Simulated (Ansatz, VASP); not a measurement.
## Te3Pt in VASP and in Ansatz

```xyz
4
Lattice="4.6224 0.0000 0.0000 0.0000 4.6224 0.0000 0.0000 0.0000 4.6224" Properties=species:S:1:pos:R:3 pbc="T T T"
Te    0.0000    2.3112    2.3112
Te    2.3112    0.0000    2.3112
Te    2.3112    2.3112    0.0000
Pt    0.0000    0.0000    0.0000
```

Alike in both runs: functional PBE; k mesh 4 × 4 × 4; occupations gaussian, width 0.1 eV; no spin polarisation.

Ansatz relaxed the structure, and its values are those at the end. VASP's run is a single point on that final structure, the one shown.

```csv
,VASP,Ansatz
version,VASP 6.6.1,Ansatz 0.2.0
potentials or method,"VASP PAW PBE potentials, release 64 (Te, Pt)","scalar-relativistic, plane waves, PAW"
plane-wave cutoff (eV),520,420
valence electrons in the cell,28,66
```

VASP gave:

```
gap on the k mesh at the Fermi level (eV) : none
pressure (GPa)                            : -0.2
```

Question: What did Ansatz give for the same quantities?

Answer: gap on the k mesh at the Fermi level (eV): none; pressure (GPa): 0.0.

A gap of «none» marks a metal or a gap that the smearing closes. The two sets of potentials don't hold the same shells in valence.

Spin-orbit coupling is left out, which matters for the levels of Pt, Te.
